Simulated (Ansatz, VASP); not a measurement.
# TaN in VASP and in Ansatz

Contents of INCAR:

```
SYSTEM = TaN
PREC = Accurate
ENCUT = 520
EDIFF = 1E-7
ISMEAR = 0
SIGMA = 0.15
LREAL = .FALSE.
LASPH = .TRUE.
NELM = 60
ALGO = Normal
ISIF = 2
LWAVE = .FALSE.
LCHARG = .TRUE.
GGA = PS
LELF = .TRUE.
LVHAR = .TRUE.
NBANDS = 15
```

KPOINTS

```
regular mesh
0
G
  18 18 16
  0 0 0
```

File POSCAR:

```
TaN
1.0
    2.8509000000      0.0000000000      0.0000000000
   -1.4254500000      2.4689518237      0.0000000000
    0.0000000000      0.0000000000      2.8707423432
Ta N
1 1
Direct
    0.3333333333      0.6666666667      0.5000000000
    0.0000000000      0.0000000000      0.0000000000
```

Input for Ansatz:

```yaml
crystal:
  lattice:
    - [2.8509, 0.0, 0.0]
    - [-1.42545, 2.4689518237, 0.0]
    - [0.0, 0.0, 2.8707423432]
  atoms:
    - { symbol: Ta, position: [0.3333333333, 0.6666666667, 0.5] }
    - { symbol: "N", position: [0.0, 0.0, 0.0] }
basis:
  ecutwfc: 520.0
kpoints:
  mp_grid: { grid: [18, 18, 16] }
hamiltonian:
  xc: pbesol
scf:
  occupations: { method: gaussian, width: 0.15 }
output:
  forces: true
  stress: true
  eigenvalues: true
```

Alike in both runs: task single point; functional PBEsol; k mesh 18 × 18 × 16; occupations gaussian, width 0.15 eV; no spin polarisation.

|  | VASP | Ansatz |
| --- | --- | --- |
| version | VASP 6.6.1 | Ansatz 0.2.0 |
| potentials or method | VASP PAW PBE potentials, release 64 (Ta_pv, N) | scalar-relativistic, plane waves, PAW |
| plane-wave cutoff (eV) | 520 | 520 |
| valence electrons in the cell | 16 | 18 |

```csv
,VASP,Ansatz,Ansatz less VASP
gap on the k mesh at the Fermi level (eV),none,none,-
pressure (GPa),21.0,19.8,-1.11
largest component of the traceless stress (GPa),10.36,10.52,+0.159
```

A gap of «none» marks a metal or a gap that the smearing closes. The two sets of potentials don't hold the same shells in valence.

Caveats: so large a pressure means that the cell lies far from this level's equilibrium, or that cutoff or potentials fall short (VASP); the potentials were made for another functional, which shifts forces and pressure (VASP). Spin-orbit coupling is left out, which matters for the levels of Ta.
